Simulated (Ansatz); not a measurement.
KTaO₃, cubic perovskite, relaxed with r2SCAN in Ansatz 0.2.0: it is cubic, Pm-3m (No. 221); a = 3.990 Å in the conventional setting, 12.71 Å³ an atom. K has 12 O at 2.82 Å; Ta has 6 O at 2.00 Å; O has 2 Ta at 2.00 Å and 4 K at 2.82 Å. It was then strained (isotropic on every length). Unstrained, HSE06 gives 3.565 eV (R → Γ, 4×4×4 mesh), and the band edges keep their places in every row. Stress is positive in compression. Spin-unpolarised throughout; all numbers are computed.

```
strain (%)  ln(V/V₀)  ΔE_g, HSE06 (eV)  Δpressure, r2SCAN (GPa)  Δ(mean ε∞, r2SCAN)
      -4.0   -0.1225            +0.323                   +33.47               -0.15
      -3.0   -0.0914            +0.246                   +23.34               -0.12
      -2.0   -0.0606            +0.166                   +14.48               -0.09
      -1.0   -0.0302            +0.085                    +6.74               -0.05
      +2.0   +0.0594            -0.174                   -10.89               +0.12
      +3.0   +0.0887            -0.263                   -15.24               +0.19
      +4.0   +0.1177            -0.354                   -18.95               +0.26
```

**Fit ΔE_g = a x + b x² to these rows by least squares, with x = ln(V/V₀).** The normal equations take Σx² = 5.319e-02, Σx³ = -3.139e-04, Σx⁴ = 5.756e-04, ΣxΔE = -1.500e-01 and Σx²ΔE = 2.026e-06, and give a = -2.83 eV, b = -1.5 eV; the largest residual is 0.001 eV. a is the volume deformation potential of this gap.

**Fit the change of pressure in the same way.** Δpressure = -214.3 x + (466) x² GPa. So B₀ = 214.3 GPa and B′ ≈ 2 × 466/214.3 = 4.3; two terms over so wide a range bias B₀ by a few per cent and B′ by more; the gap's pressure coefficient at zero is −a/B₀ = +13 meV/GPa, with HSE06's a and r2SCAN's B₀.

**Predict the withheld row at +1.0 % (x = +0.0299).** ΔE_g ≈ -2.83 × (+0.0299) + (-1.5) × (+0.0299)² = -0.086 eV, and Δpressure ≈ -5.99 GPa. The runs give -0.086 eV and -5.84 GPa, off by 0.000 eV and +0.15 GPa.

**Fit the last column too (unstrained value 4.91), and predict it for the withheld row.** Δ = +1.73 x + (4.2) x², which gives +0.06 at x = +0.0299; the run gives +0.06.

No spin-orbit coupling is included; it can move band edges with weight on the heavy atoms by tenths of an eV.

The meshes of the hybrids are coarse, so their gaps aren't converged to the digits shown.

For a response run the program warns that the ground state's bands aren't all converged, so ε∞ carries an extra error.
